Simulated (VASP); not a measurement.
# ZnS (F-43m) in VASP: notebook

The runs below take ZnS through single point, with PBEsol.

All numbers are computed with VASP 6.6.1; they aren't measurements. Logs are shortened: lines on timing, memory, paths and dates and some standing lists are left out, and cuts for length are marked.

**What was measured.**

From “Electronic, vibrational, and thermodynamic properties of ZnS (zincblende and rocksalt structure)”, 2009, arxiv:0911.5022, for a bulk crystal of ZnS at 19 K: band gap 3.85 eV (direct).

The runs below are set against these values where they give the same quantity.

### Step 1. Starting point

It takes space group F-43m (No. 216, cubic). The conventional cell has a = 5.361 Å, b = 5.361 Å, c = 5.361 Å, α = 90.00°, β = 90.00°, γ = 90.00°. Zn (site symmetry -43m) has 4 S at 2.32 Å as nearest neighbours. S (site symmetry -43m) is surrounded by 4 Zn at 2.32 Å.

The cell is a database's computed one.

### Step 2. Single point, PBEsol

Input file INCAR:

```
SYSTEM = ZnS
ALGO = Normal
EDIFF = 1E-6
ENCUT = 700
GGA = PS
ISIF = 2
ISMEAR = 0
LASPH = .True.
LCHARG = .False.
LREAL = .False.
LWAVE = .False.
NELM = 100
PREC = Accurate
SIGMA = 0.02
```

Input file KPOINTS:

```
k-points
0
Gamma
  10 10 10
  0 0 0
```

Input file POSCAR:

```
ZnS
1.0
    0.0000000000      2.6804000000      2.6804000000
    2.6804000000      0.0000000000      2.6804000000
    2.6804000000      2.6804000000      0.0000000000
Zn S
1 1
Direct
    0.0000000000      0.0000000000      0.0000000000
    0.7500000000      0.7500000000      0.7500000000
```

Potentials or basis: VASP PAW PBE potentials, release 64 (Zn, S).

The run is started by

```sh
cat potpaw_PBE.64/Zn/POTCAR potpaw_PBE.64/S/POTCAR > POTCAR
mpirun -np 1 vasp_std > vasp.out
```

OUTCAR:

```text
SYSTEM = ZnS
   EDIFF = 1E-6
   ENCUT = 700
   GGA = PS
   ISIF = 2
   ISMEAR = 0
   LASPH = .True.
   LREAL = .False.
   NELM = 100
   PREC = Accurate

 ion  position               nearest neighbor table
   1  0.000  0.000  0.000-   2 2.32   2 2.32   2 2.32   2 2.32
   2  0.750  0.750  0.750-   1 2.32   1 2.32   1 2.32   1 2.32

  LATTYP: Found a face centered cubic cell.
 ALAT       =     5.3608000000

  Lattice vectors:

 A1 = (   0.0000000000,   2.6804000000,   2.6804000000)
 A2 = (   2.6804000000,   0.0000000000,   2.6804000000)
 A3 = (   2.6804000000,   2.6804000000,   0.0000000000)

Analysis of symmetry for initial positions (statically):
=====================================================================
 Subroutine PRICEL returns:
 Original cell was already a primitive cell.

 Routine SETGRP: Setting up the symmetry group for a
 face centered cubic supercell.

 Subroutine GETGRP returns: Found 24 space group operations
 (whereof 24 operations were pure point group operations)
 out of a pool of 48 trial point group operations.

The static configuration has the point symmetry T_d .

Analysis of symmetry for dynamics (positions and initial velocities):
=====================================================================
 Subroutine PRICEL returns:
 Original cell was already a primitive cell.

 Routine SETGRP: Setting up the symmetry group for a
 face centered cubic supercell.

 Subroutine GETGRP returns: Found 24 space group operations
 (whereof 24 operations were pure point group operations)
 out of a pool of 48 trial point group operations.

The dynamic configuration has the point symmetry T_d .

 Subroutine INISYM returns: Found 24 space group operations
 (whereof 24 operations are pure point group operations),
 and found     1 'primitive' translations

----------------------------------------------------------------------------------------

                                     Primitive cell

  volume of cell :      38.5149

  direct lattice vectors                    reciprocal lattice vectors
     0.000000000  2.680400000  2.680400000    -0.186539322  0.186539322  0.186539322
     2.680400000  0.000000000  2.680400000     0.186539322 -0.186539322  0.186539322
     2.680400000  2.680400000  0.000000000     0.186539322  0.186539322 -0.186539322

  length of vectors
     3.790658033  3.790658033  3.790658033     0.323095584  0.323095584  0.323095584

  position of ions in fractional coordinates (direct lattice)
     0.000000000  0.000000000  0.000000000
     0.750000000  0.750000000  0.750000000

  ion indices of the primitive-cell ions
   primitive index   ion index
                 1           1
                 2           2

----------------------------------------------------------------------------------------

 KPOINTS: k-points

Automatic generation of k-mesh.
 Grid dimensions read from file:
 generate k-points for:   10   10   10

 Generating k-lattice:

  Cartesian coordinates                     Fractional coordinates (reciprocal lattice)
    -0.018653932  0.018653932  0.018653932     0.100000000  0.000000000  0.000000000
     0.018653932 -0.018653932  0.018653932     0.000000000  0.100000000  0.000000000
     0.018653932  0.018653932 -0.018653932     0.000000000  0.000000000  0.100000000

  Length of vectors
     0.032309558  0.032309558  0.032309558

  Shift w.r.t. Gamma in fractional coordinates (k-lattice)
     0.000000000  0.000000000  0.000000000

 Subroutine IBZKPT returns following result:
 ===========================================

 Found     47 irreducible k-points:

 Following reciprocal coordinates:
            Coordinates               Weight
  0.000000  0.000000  0.000000      1.000000
  0.100000  0.000000  0.000000      8.000000
  0.200000  0.000000  0.000000      8.000000
  0.300000  0.000000  0.000000      8.000000
  0.400000  0.000000  0.000000      8.000000
  0.500000  0.000000  0.000000      4.000000
[... 16 lines left out ...]
  0.300000  0.300000  0.000000      6.000000
  0.400000  0.300000  0.000000     24.000000
 [... further k-points ...]
   k-points           NKPTS =     47   k-points in BZ     NKDIM =     47   number of bands    NBANDS=     13
   number of dos      NEDOS =    301   number of ions     NIONS =      2
   total plane-waves  NPLWV =  46656
   dimension x,y,z NGX =    36 NGY =   36 NGZ =   36
   dimension x,y,z NGXF=    72 NGYF=   72 NGZF=   72
   ions per type =               1   1
   NGX,Y,Z   is equivalent  to a cutoff of  15.79, 15.79, 15.79 a.u.
   NGXF,Y,Z  is equivalent  to a cutoff of  31.58, 31.58, 31.58 a.u.
 SYSTEM =  ZnS
   PREC   = accura    normal or accurate (medium, high low for compatibility)
   ISTART =      0    job   : 0-new  1-cont  2-samecut
   ICHARG =      2    charge: 1-file 2-atom 10-const
   ISPIN  =      1    spin polarized calculation?
   LNONCOLLINEAR =      F non collinear calculations
   LSORBIT =      F    spin-orbit coupling
   LASPH  =      T    aspherical Exc in radial PAW
   ENCUT  =  700.0 eV  51.45 Ry    7.17 a.u.   8.18  8.18  8.18*2*pi/ulx,y,z
   NELM   =    100;   NELMIN=  2; NELMDL= -5     # of ELM steps
   EDIFF  = 0.1E-05   stopping-criterion for ELM
   LREAL  =      F    real-space projection
   EDIFFG = 0.1E-04   stopping-criterion for IOM
   NSW    =      0    number of steps for IOM
   IBRION =     -1    ionic relax: 0-MD 1-quasi-New 2-CG
   NFREE  =      0    steps in history (QN), initial steepest desc. (CG)
   ISIF   =      2    stress and relaxation
   ISYM   =      2    0-nonsym 1-usesym 2-fastsym
   POTIM  = 0.5000    time-step for ionic-motion
   TEBEG  =    0.0;   TEEND  =   0.0 temperature during run
   PSTRESS=    0.0 pullay stress
   NELECT =      18.0000    total number of electrons
   NUPDOWN=      -1.0000    fix difference up-down
   EMIN   =  10.00;   EMAX   =-10.00  energy-range for DOS
   EFERMI =   0.00;   METHOD = LEGACY
   ISMEAR =     0;   SIGMA  =   0.02  broadening in eV -4-tet -1-fermi 0-gaus
   EFERMI_NEDOS =   21; number of points for ismear=-14 and -15
   IALGO  =     38    algorithm
   IMIX   =      4    mixing-type and parameters
     AMIX     =   0.40;   BMIX     =  1.00
     AMIX_MAG =   1.60;   BMIX_MAG =  1.00
  volume/ion in A,a.u.               =      19.26       129.96
  Fermi-wavevector in a.u.,A,eV,Ry     =   1.270446  2.400794 21.960237  1.614032
  Thomas-Fermi vector in A             =   2.403432
   LORBIT       =      0    0 simple, 1 ext, 2 COOP (PROOUT), +10 PAW based schemes
   GGA     = PS    functional components
   LHFCALC =     F    Hartree Fock is set to
   AEXX    =    0.0000 exact exchange contribution
   IVDW    =     0    specifies the selected vdW correction
   LEPSILON=     F    determine dielectric tensor
   LRPA    =     F    only Hartree local field effects (RPA)
 non-spin polarized calculation
 Gauss-broadening in eV      SIGMA  =   0.02
  energy-cutoff  :      700.00
  volume of cell :       38.51
 maximum number of plane-waves:      1639
 NGX is ok and might be reduce to    36
   NGX = 17   NGY = 17   NGZ = 17

 number of electron      18.0000004 magnetization

 Free energy of the ion-electron system (eV)
  ---------------------------------------------------
  ext. energy  EPLUGINS =         0.00000000
  ---------------------------------------------------
  free energy    TOTEN  =        -7.58920147 eV

  energy without entropy =       -7.58920147  energy(sigma->0) =       -7.58920147

 E-fermi :   2.3487     XC(G=0):  -9.9635

 val. band max:        2.2401984585   @ k =   0.0000   0.0000   0.0000
 cond. band min:       4.3227939035   @ k =   0.0000   0.0000   0.0000
 fundamental gap:      2.0825954450
 Fermi energy:         2.3486862916

 k-point     1 :       0.0000    0.0000    0.0000
  band No.  band energies     occupation
      1     -11.0864      2.00000
      2      -4.2329      2.00000
      3      -4.2329      2.00000
      4      -4.2329      2.00000
      5      -3.7050      2.00000
      6      -3.7050      2.00000
      7       2.2402      2.00000
      8       2.2402      2.00000
      9       2.2402      2.00000
     10       4.3228      0.00000
     11       8.5308      0.00000
     12       8.5308      0.00000
     13       8.5308      0.00000

 k-point     2 :       0.1000    0.0000    0.0000
  band No.  band energies     occupation
      1     -11.0064      2.00000
      2      -4.2355      2.00000
      3      -4.2183      2.00000
      4      -4.2183      2.00000
      5      -3.7065      2.00000
      6      -3.7065      2.00000
      7       1.4163      2.00000
      8       2.1369      2.00000
      9       2.1369      2.00000
     10       4.9506      0.00000
     11       8.4431      0.00000
     12       8.7090      0.00000
     13       8.7091      0.00000

 k-point     3 :       0.2000    0.0000    0.0000
  band No.  band energies     occupation
      1     -10.7851      2.00000
      2      -4.2244      2.00000
      3      -4.1824      2.00000
      4      -4.1824      2.00000
      5      -3.7067      2.00000
      6      -3.7067      2.00000
      7       0.0139      2.00000
      8       1.8872      2.00000
      9       1.8872      2.00000
     10       5.5895      0.00000
     11       8.7015      0.00000
     12       9.0602      0.00000
     13       9.0602      0.00000
[... 305 lines left out ...]
 k-point    23 :       0.3000    0.3000    0.0000
  band No.  band energies     occupation
      1     -10.2804      2.00000
      2      -4.3089      2.00000
      3      -4.0218      2.00000
      4      -4.0218      2.00000
      5      -3.7414      2.00000
      6      -3.6520      2.00000
      7      -0.9698      2.00000
      8       0.5983      2.00000
      9       0.5983      2.00000
     10       6.1919      0.00000
     11       6.7645      0.00000
     12      11.2378      0.00000
     13      11.5240      0.00000

 k-point    24 :       0.4000    0.3000    0.0000
  band No.  band energies     occupation
      1     -10.0639      2.00000
      2      -4.2769      2.00000
      3      -3.9741      2.00000
      4      -3.9661      2.00000
      5      -3.6846      2.00000
      6      -3.6437      2.00000
      7      -1.6153      2.00000
      8       0.1465      2.00000
      9       0.3696      2.00000
     10       6.1181      0.00000
     11       6.8692      0.00000
     12      10.9815      0.00000
     13      11.9651      0.00000

 [... further k-points ...]

------------------------ aborting loop because EDIFF is reached ----------------------------------------

  FORCE on cell =-STRESS in cart. coord.  units (eV):
  Direction    XX          YY          ZZ          XY          YZ          ZX
  --------------------------------------------------------------------------------------
  -------------------------------------------------------------------------------------
  Total        0.0151984      0.0151984      0.0151984      0.0000000      0.0000000      0.0000000
  in kB        0.6322380      0.6322380      0.6322380      0.0000000      0.0000000      0.0000000
  external PRESSURE =       0.6322380 kB  Pullay stress =       0.0000000 kB

 VOLUME and BASIS-vectors are now :
 -----------------------------------------------------------------------------
  energy-cutoff  :      700.00
  volume of cell :       38.51
      direct lattice vectors                 reciprocal lattice vectors
     0.000000000  2.680400000  2.680400000    -0.186539322  0.186539322  0.186539322
     2.680400000  0.000000000  2.680400000     0.186539322 -0.186539322  0.186539322
     2.680400000  2.680400000  0.000000000     0.186539322  0.186539322 -0.186539322

 POSITION                                       TOTAL-FORCE (eV/Angst)
 -----------------------------------------------------------------------------------
      0.00000      0.00000      0.00000         0.000000      0.000000     -0.000000
      4.02060      4.02060      4.02060        -0.000000     -0.000000      0.000000
 -----------------------------------------------------------------------------------
    total drift:                               -0.000000     -0.000000     -0.000000

  FREE ENERGIE OF THE ION-ELECTRON SYSTEM (eV)
  ---------------------------------------------------
  free  energy   TOTEN  =        -7.5892014660 eV

  energy  without entropy=       -7.5892014660  energy(sigma->0) =       -7.58920147
```

Run time: 25 s. Hardware: 1 thread of Intel Xeon Platinum 8488C (Sapphire Rapids), shared host; peak memory 0.21 GiB.

Results:

- Free energy: -7.5892 eV
- Pressure: 0.1 GPa
- Band gap on the k mesh: 2.08 eV, direct

Caveat: the PAW data sets were made with another functional, which shifts forces and pressure a little.

### Step 3. Single point, PBEsol

Changes to INCAR since step 2:

```diff
@@ -3,3 +3,3 @@
 EDIFF = 1E-6
-ENCUT = 700
+ENCUT = 520
 GGA = PS
```

Input file KPOINTS:

```
k-points
0
Gamma
  14 14 14
  0 0 0
```

POSCAR is that of step 2.

Potentials or basis: VASP PAW PBE potentials, release 64 (Zn, S).

The run is started by

```sh
cat potpaw_PBE.64/Zn/POTCAR potpaw_PBE.64/S/POTCAR > POTCAR
mpirun -np 1 vasp_std > vasp.out
```

It took 27 s on 1 thread of Intel Xeon Platinum 8488C (Sapphire Rapids), shared host; peak memory 0.18 GiB.

The run converged. Its results:

```
Free energy            : -7.5890 eV
Pressure               : 0.0 GPa
Band gap on the k mesh : 2.08 eV, direct
```

Levels at points of the mesh, in eV from the valence-band top:
```
           k point  band 5  band 6  band 7  band 8  band 9  band 10  band 11  band 12  band 13
(0.00, 0.00, 0.00)   -5.94   -5.94    0.00    0.00    0.00     2.08     6.29     6.29     6.29
(0.50, 0.00, 0.00)   -5.91   -5.74   -5.52   -0.91   -0.91     3.24     6.82     6.82     8.79
(0.50, 0.50, 0.00)   -5.86   -5.72   -4.70   -2.34   -2.34     3.18     3.96    11.00    12.04
```

Caveat: the PAW data sets were made with another functional, which shifts forces and pressure a little.

### Step 4. Against experiment

Step 2. Against the measured gap of ZnS, 3.85 eV (direct; 19 K; quoted in “Electronic, vibrational, and thermodynamic properties of ZnS (zincblende and rocksalt structure)”, 2009, arxiv:0911.5022), the calculated 2.08 eV is off by -1.77 eV. The value is that of PBEsol, without temperature or zero-point motion. Semilocal functionals fall short of measured gaps as a rule. The cell is a database's relaxed one, not the measured one, which moves gaps too.

Step 3. Measured gap of ZnS: 3.85 eV (direct; 19 K; quoted in “Electronic, vibrational, and thermodynamic properties of ZnS (zincblende and rocksalt structure)”, 2009, arxiv:0911.5022). This calculation gives 2.08 eV (-1.77 eV). The value is that of PBEsol on a finite k mesh, which can miss the band edges, without temperature or zero-point motion. Semilocal functionals fall short of measured gaps as a rule. The cell is a database's relaxed one, not the measured one, which moves gaps too.
